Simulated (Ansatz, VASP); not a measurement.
# One calculation of HgSe (mp), two programs

```xyz
2
Lattice="0.0000 3.1300 3.1300 3.1300 0.0000 3.1300 3.1300 3.1300 0.0000" Properties=species:S:1:pos:R:3 pbc="T T T"
Hg    0.0000    0.0000    0.0000
Se    1.5650    1.5650    1.5650
```

Alike in both runs: functional PBE; k mesh 12 × 12 × 12; occupations methfessel-paxton of order 1, width 0.2 eV; no spin polarisation.

Ansatz relaxed the structure, and its values are those at the end. VASP's run is a single point on that final structure, the one shown.

|  | VASP | Ansatz |
| --- | --- | --- |
| version | VASP 6.6.1 | Ansatz 0.2.0 |
| potentials or method | VASP PAW PBE potentials, release 64 (Hg, Se) | scalar-relativistic, plane waves, PAW |
| plane-wave cutoff (eV) | 520 | 420 |
| valence electrons in the cell | 18 | 36 |

VASP gave:

- gap on the k mesh at the Fermi level (eV): none
- pressure (GPa): 0.2

Task: Which values does Ansatz return?

Result: gap on the k mesh at the Fermi level (eV): none; pressure (GPa): 0.0.

A gap of «none» marks a metal or a gap that the smearing closes. The functional is the same, so the differences come from potentials, cutoffs and numerics. The two sets of potentials don't hold the same shells in valence.

The runs have no spin-orbit coupling, so splittings on Hg are missing.
